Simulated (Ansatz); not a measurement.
One geometry of Al2Ru, one setting changed: set of potentials

Method: DFT r2SCAN, scalar-relativistic, plane waves in Ansatz. The atoms stay where they are, in a cell that isn't relaxed at these levels; pressure is positive in compression.

```
Al Ru
1.0
     0.00000    3.98984    4.39153
     2.35247    0.00000    4.39153
     2.35247    3.98984    0.00000
Al Ru
4 2
Cartesian
  1.1762 0.6309 2.1958
  1.1762 3.3590 2.1958
  2.3525 1.3640 4.3915
  2.3525 6.6156 4.3915
  3.5287 5.9848 6.5873
  2.3525 3.9898 4.3915
```

```json
{"Γ-centred k-mesh": "10×10×10", "occupation rule": "Gaussian smearing, 0.01 eV", "spin treatment": "unpolarised"}
```

```tsv
set of potentials	cutoff (eV)	gap on mesh (eV)	P (GPa)
PAW (default set)	500	0.17	0.0
PAW (harder set)	990	0.17	0.2
```

Problem. What do the runs give for norm-conserving potentials?

Solution. They give:

```
         set of potentials cutoff (eV) gap on mesh (eV) P (GPa)
norm-conserving potentials         1143              0.18     -0.1
```